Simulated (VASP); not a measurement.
# Mg: restarted molecular dynamics, 2 variants

Mg, Fm-3m (no. 225), 12 atoms in the cell. PBE, molecular dynamics; PAW potentials Mg (PBE set).

| Restart from | Temperature at the end (K) | The same without a restart (K) | Potential energy at the end (eV/atom) | The same without a restart (eV/atom) | Electronic steps in the first step after the restart | Time (s) |
|---|---|---|---|---|---|---|
| CONTCAR with velocities, WAVECAR read | 307.0 | 307.0 | -1.39116 | -1.39116 | 4 | 275 |
| CONTCAR with velocities, no WAVECAR | 307.0 | 307.0 | -1.39116 | -1.39116 | 13 | 292 |

Limits: 120 fs of 12 atoms are too short for converged averages; the cell is only 5.2 Å across, so each atom moves in step with near copies of itself.

## Input of the first row

INCAR.step1:
```
SYSTEM = Mg
GGA      = PE             ! functional
PREC     = Normal         ! precision mode
ENCUT    = 200            ! plane-wave cutoff, eV
EDIFF    = 1E-6           ! SCF threshold, eV
NELMIN   = 4            
NELM     = 60             ! most SCF steps
ALGO     = Fast           ! electronic algorithm
LREAL    = Auto         
LASPH    = .True.         ! aspherical terms in the spheres
ISMEAR   = -1             ! smearing method
SIGMA    = 0.05           ! smearing width, eV
ISYM     = 0            
LWAVE    = .True.         ! write WAVECAR
LCHARG   = .False.        ! write CHGCAR
IBRION   = 0              ! ionic algorithm
NSW      = 30             ! ionic steps
POTIM    = 2.0            ! step
TEBEG    = 600          
ISIF     = 2              ! what is computed and relaxed
RANDOM_SEED= 740581 0 0   
MDALGO   = 1            
ANDERSEN_PROB= 0.0          
KPAR     = 2             
```

INCAR.step2, as INCAR.step1 but for:
```
- LWAVE = .True.
+ LWAVE = .False.
```

KPOINTS:
```
k-points
0
Gamma
  3 3 2
```

POSCAR.step1:
```
Mg
1.0
    0.0000000000      4.4885120000      4.4885120000
    4.4885120000      0.0000000000      4.4885120000
    6.7327680000      6.7327680000      0.0000000000
Mg
12
Direct
    0.0000000000      0.0000000000      0.0000000000
    0.0000000000      0.0000000000      0.3333333333
    0.0000000000      0.0000000000      0.6666666667
    0.0000000000      0.5000000000      0.0000000000
    0.0000000000      0.5000000000      0.3333333333
    0.0000000000      0.5000000000      0.6666666667
    0.5000000000      0.0000000000      0.0000000000
    0.5000000000      0.0000000000      0.3333333333
    0.5000000000      0.0000000000      0.6666666667
    0.5000000000      0.5000000000      0.0000000000
    0.5000000000      0.5000000000      0.3333333333
    0.5000000000      0.5000000000      0.6666666667
```

Commands (each step's output is kept before the next begins):
```
cat potpaw_PBE.64/Mg/POTCAR > POTCAR
cp INCAR.step1 INCAR
cp POSCAR.step1 POSCAR
mpirun -np 2 vasp_std > vasp.out
cp CONTCAR POSCAR
cp INCAR.step2 INCAR
mpirun -np 2 vasp_std > vasp.out
```

Changes of the last row against the first:
```
(step 1)
- LWAVE = True
+ LWAVE = False
```

VASP 6.6.1 took 275 s on 2 cores (AMD EPYC 7R13 (Zen 3)), a shared host.
